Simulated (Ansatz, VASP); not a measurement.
**One calculation of Cu, two programs**

```
CELL_PARAMETERS angstrom
-1.41626 1.41626 1.41626
1.41626 -1.41626 1.41626
1.41626 1.41626 -1.41626
ATOMIC_POSITIONS crystal
Cu 0.00000 0.00000 0.00000
```

Alike in both runs: task single point; functional LDA; k mesh 18 × 18 × 18; occupations fermi-dirac, width 0.1 eV; no spin polarisation.

|  | VASP | Ansatz |
| --- | --- | --- |
| version | VASP 6.6.1 | Ansatz 0.2.0 |
| potentials or method | VASP PAW LDA potentials, release 64 (Cu) | plane waves (420 eV) with PAW, scalar-relativistic |
| plane-wave cutoff (eV) | 520 | 420 |
| valence electrons in the cell | 11 | 19 |

```csv
,VASP,Ansatz,Ansatz less VASP
pressure (GPa),-5.7,-6.6,-0.83
```

The two sets of potentials don't hold the same shells in valence. Ansatz warned: «pseudo_functional_mismatch».
